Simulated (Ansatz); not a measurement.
Write the native input for Ansatz 0.2.0 that does the following.

```
Task                                : band structure
Functional                          : LDA
Potentials or basis                 : Ansatz PAW
Cutoff                              : 420 eV (not typed: the program's choice for these potentials)
k mesh                              : 7 × 7 × 1
Occupations                         : fermi-dirac, width 0.05 eV
Spin                                : no spin polarisation
Path                                : [["G", "M", "K", "G", "A", "L", "H", "A"], ["L", "M"], ["K", "H"]]
Points for each segment of the path : 10
```

Slab: WS2, a slab with vacuum.

```
W S
1.0
     3.18312    0.00000    0.00000
    -1.59156    2.75666    0.00000
     0.00000    0.00000   35.18056
W S
4 8
Cartesian
  0.0000 1.8378 20.8380
  0.0000 1.8378 7.8593
  1.5916 0.9189 27.3212
  1.5916 0.9189 14.3425
  0.0000 1.8378 28.8885
  0.0000 1.8378 15.9024
  1.5916 0.9189 22.3967
  1.5916 0.9189 9.4193
  0.0000 1.8378 25.7613
  0.0000 1.8378 12.7839
  1.5916 0.9189 19.2781
  1.5916 0.9189 6.2921
```

The input as run:

input.yaml

```yaml
crystal:
  lattice:
    - [3.1831225544, 0.0, 0.0]
    - [-1.5915612772, 2.7566649955, 0.0]
    - [0.0, 0.0, 35.1805582101]
  atoms:
    - { symbol: W, position: [0.3333333333, 0.6666666667, 0.59231661] }
    - { symbol: W, position: [0.3333333333, 0.6666666667, 0.2234] }
    - { symbol: W, position: [0.6666666667, 0.3333333333, 0.7766] }
    - { symbol: W, position: [0.6666666667, 0.3333333333, 0.40768339] }
    - { symbol: S, position: [0.3333333333, 0.6666666667, 0.82114964] }
    - { symbol: S, position: [0.3333333333, 0.6666666667, 0.45202369] }
    - { symbol: S, position: [0.6666666667, 0.3333333333, 0.63662107] }
    - { symbol: S, position: [0.6666666667, 0.3333333333, 0.26774184] }
    - { symbol: S, position: [0.3333333333, 0.6666666667, 0.73225816] }
    - { symbol: S, position: [0.3333333333, 0.6666666667, 0.36337893] }
    - { symbol: S, position: [0.6666666667, 0.3333333333, 0.54797631] }
    - { symbol: S, position: [0.6666666667, 0.3333333333, 0.17885036] }
hamiltonian:
  xc: lda
  pseudopotentials: { kind: paw }
kpoints:
  mp_grid: { grid: [7, 7, 1] }
  band_path:
    path:
      - [[0.0, 0.0, 0.0], [0.5, 0.0, 0.0], [0.3333333333, 0.3333333333, 0.0], [0.0, 0.0, 0.0], [0.0, 0.0, 0.5], [0.5, 0.0, 0.5], [0.3333333333, 0.3333333333, 0.5], [0.0, 0.0, 0.5]]
      - [[0.5, 0.0, 0.5], [0.5, 0.0, 0.0]]
      - [[0.3333333333, 0.3333333333, 0.0], [0.3333333333, 0.3333333333, 0.5]]
    npoints: 10
scf:
  occupations: { method: fermi_dirac, width: 0.05 }
  n_extra_bands: 30
output:
  forces: true
  stress: true
  eigenvalues: true
  fatbands: true
```

Potentials or basis: Ansatz PAW.

Run with:

```bash
$ ansatz run input.yaml --threads 4 --pin off --max-ram 11264MiB --backend cpu --events-out ev --progress --plain --runs-dir out
```

It gave:

```yaml
Largest_force: 0.540 eV/Å
Band_gap_on_the_k_mesh: 1.35 eV, indirect (least direct gap 2.35 eV)
Band_gap_along_the_path: 1.27 eV, indirect (least direct gap 1.73 eV)
```

Caveat: the k mesh misses the band edges, so the gap on the mesh is wider than the one along the path; spin-orbit coupling is left out, which moves the levels of the heavy elements; the PAW data sets come from PBE, with cores solved anew for the run's functional, which leaves a small shift of forces and pressure.

Run time: 45 s on 4 threads of AMD EPYC 7R43 64-Core Processor (Zen 3), on a shared host, peak memory 1.5 GiB.
